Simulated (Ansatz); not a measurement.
# Te: the cost of one run

Program: Ansatz 0.2.0. Level of theory: DFT PBE, scalar-relativistic, plane waves, PAW. These are calculated values, not measurements.

2 further runs of the same task are left out: 2 set aside as unsound or not needed. Runs told in other sessions of the task aren't counted.

## (1) The system as given

Symmetry: P3_121, No. 152, trigonal system. The conventional cell has a = 4.526 Å, b = 4.526 Å, c = 5.044 Å, α = 90.00°, β = 90.00°, γ = 120.00°. Around Se (site symmetry 2) lie 2 Se at 2.40 Å.

Coordinates:

```xyz
3
Lattice="4.5257 0.0000 0.0000 -2.2629 3.9194 0.0000 0.0000 0.0000 5.0437" Properties=species:S:1:pos:R:3 pbc="T T T"
Se    0.9893    0.0000    1.6812
Se   -0.4947    0.8568    3.3624
Se    1.7682    3.0626    0.0000
```

It is the result of an earlier relaxation at this level (volume 29.82 Å³/atom; gap on the mesh: 1.03 eV).

## (2) Swap Se → Te

Te starts from the relaxed positions of Se, with all lengths scaled by 1.098, a guess from tabulated radii.

## (3) A first look at the start (Te)

File input.yaml:

```yaml
crystal:
  lattice:
    - [4.969846077, 0.0, 0.0]
    - [-2.4849230385, 4.3040129556, 0.0]
    - [0.0, 0.0, 5.5386106213]
  atoms:
    - { symbol: Te, position: [0.2185979062, 0.0, 0.3333333333] }
    - { symbol: Te, position: [0.0, 0.2185979062, 0.6666666667] }
    - { symbol: Te, position: [0.7814020938, 0.7814020938, 0.0] }
basis:
  ecutwfc: 420
kpoints:
  mp_grid: { grid: [6, 6, 4] }
hamiltonian:
  xc: pbe
scf:
  occupations: { method: gaussian, width: 0.1 }
output:
  forces: true
  stress: true
  eigenvalues: true
```

Launch:

```bash
ansatz run input.yaml --threads 1 --pin off --max-ram 2560MiB --backend cpu --events-out ev --progress --plain --runs-dir out
```

What time and memory should one allow on 1 thread of Arm Neoverse V1, shared host?

About 7.8 s, with a peak of 0.33 GiB.
